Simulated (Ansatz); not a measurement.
## Random displacements in ZnS

All numbers below come from DFT r2SCAN, scalar-relativistic, plane waves, PAW in Ansatz. The runs took a 500 eV cutoff, a Γ-centred 6×6×4 mesh and Gaussian smearing (0.05 eV). No spin polarisation. Energies are free energies at this smearing, counted from the undisturbed cell; pressure is positive in compression.

Reference structure (as given, not relaxed at this level):

```
Zn S
1.0
     3.81100    0.00000    0.00000
    -1.90550    3.30042    0.00000
     0.00000    0.00000    6.23400
Zn S
2 2
Direct
  0.33333 0.66667 0.00000
  0.66667 0.33333 0.50000
  0.33333 0.66667 0.38500
  0.66667 0.33333 0.88500
```

The atoms are displaced (Å, in the unstrained cell):

| atom | ux | uy | uz |
| --- | --- | --- | --- |
| Zn1 | 0.009 | 0.007 | 0.127 |
| Zn2 | -0.001 | 0.019 | -0.080 |
| S3 | -0.079 | -0.084 | -0.060 |
| S4 | 0.070 | 0.058 | 0.013 |

Strain (Voigt, engineering shear): (-0.0030, -0.0130, -0.0084, 0.0135, 0.0061, 0.0409).

(1) What are the energy change, the stress and the forces?

Answers

(1) ΔE = 51.8 meV/atom; stress (xx, yy, zz, yz, xz, xy; compression positive) (4.15, 0.85, 3.79, -1.04, -0.77, -0.22) GPa; gap on the mesh 2.61 eV.
```tsv
atom	Fx (eV/Å)	Fy	Fz
Zn1	0.17	0.20	-1.26
Zn2	-0.44	-0.64	1.03
S3	0.50	0.72	0.85
S4	-0.23	-0.28	-0.62
```

Cost: 1 run of about 0.59 core-minutes, on Intel Xeon Platinum 8259CL (Skylake/Cascade Lake) (shared hosts).